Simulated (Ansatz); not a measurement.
**MgO: band gap under strain**

How does strain move the band edges of MgO built on the rocksalt prototype, and do the functionals agree on it? States: -2.0 % strain along z alone; -1.0 % strain along z alone; +1.0 % strain along z alone.

Program: Ansatz 0.2.0. PAW datasets, plane waves. The values are computed, spin-unpolarised, and not measurements.

## 1. The cell

The unstrained cell was relaxed with r2SCAN; in each strained cell the atoms were relaxed again with r2SCAN. Names of k-points are those of the unstrained zone, where strain can split equivalent points. First state: -2.0 % strain along z alone.

The symmetry is I4/mmm (No. 139, tetragonal); conventional cell a = 2.973 Å, c = 4.120 Å, 9.10 Å³ an atom. Around Mg lie 6 O at 2.06–2.10 Å; around O lie 6 Mg at 2.06–2.10 Å.

The structure in full:

Space group I4/mmm (No. 139). a = 2.973 Å, b = 2.973 Å, c = 4.120 Å, α = 90.00°, β = 90.00°, γ = 90.00°
```json
{"atom": "Mg", "site": "2a", "symmetry": "4/mmm", "x": "0.0000", "y": "0.0000", "z": "0.0000"}
{"atom": "O", "site": "2b", "symmetry": "4/mmm", "x": "0.0000", "y": "0.0000", "z": "0.5000"}
```

From earlier runs on the unstrained cell: PBE 4.80 eV, r2SCAN 5.68 eV, HSE06 6.54 eV, G0W0 7.23 eV (on its mesh); a = 4.204 Å.

## 2. -2.0 % strain along z alone: PBE

The input, input.yaml:

```yaml
crystal:
  lattice:
    - [0.0, 2.1021674155, 2.0601240671]
    - [2.1021674155, 0.0, 2.0601240671]
    - [2.1021674155, 2.1021674155, 0.0]
  atoms:
    - { symbol: Mg, position: [0.0, 0.0, 0.0] }
    - { symbol: O, position: [0.5, 0.5, 0.5] }
kpoints:
  mp_grid: { grid: [10, 10, 10] }
  band_path:
    path:
      - [0.0, 0.0, 0.0]
      - [0.5, 0.0, 0.5]
      - [0.625, 0.25, 0.625]
      - [0.375, 0.375, 0.75]
      - [0.5, 0.5, 0.5]
      - [0.5, 0.25, 0.75]
    npoints: 1
hamiltonian:
  xc: pbe
scf:
  occupations: { method: fermi_dirac, width: 0.02 }
  n_extra_bands: 4
output:
  forces: true
  stress: true
  eigenvalues: true
```

Run with:

```console
> ansatz run input.yaml --threads 2 --pin off --max-ram 29491MiB --backend cpu --events-out ev --progress --plain --runs-dir out
```

After this run come: -2.0 % strain along z alone: r2SCAN; -2.0 % strain along z alone: HSE06; -2.0 % strain along z alone: r2SCAN; -2.0 % strain along z alone: G0W0@PBE; -1.0 % strain along z alone: PBE; -1.0 % strain along z alone: r2SCAN; -1.0 % strain along z alone: HSE06; -1.0 % strain along z alone: r2SCAN; -1.0 % strain along z alone: G0W0@PBE; +1.0 % strain along z alone: PBE; +1.0 % strain along z alone: r2SCAN; +1.0 % strain along z alone: HSE06; +1.0 % strain along z alone: r2SCAN; +1.0 % strain along z alone: G0W0@PBE.

Before running it: what results should come out?

The runs gave:

Least gap in eV (negative: overlap), with the change from the unstrained cell in brackets. G0W0 is on its own coarse mesh.

| state | volume change (%) | PBE | r2SCAN | HSE06 | G0W0 |
| --- | --- | --- | --- | --- | --- |
| -2.0 % strain along z alone | -2.0 | 4.98 (+0.18) | 5.88 (+0.20) | 6.74 (+0.20) | 7.45 (+0.22) |
| -1.0 % strain along z alone | -1.0 | 4.89 (+0.09) | 5.78 (+0.10) | 6.64 (+0.10) | 7.34 (+0.11) |
| +1.0 % strain along z alone | +1.0 | 4.69 (-0.11) | 5.57 (-0.11) | 6.42 (-0.12) | 7.09 (-0.14) |

In words: With HSE06, of the states in the table -2.0 % strain along z alone shifts the gap most, by +0.196 eV. PBE and HSE06 differ by 1.74 eV on the unstrained gap, and by at most 0.01 eV on its change: PBE follows the response to strain far better than the gap itself. No extrapolation in bands, cutoff or mesh was made for G0W0.
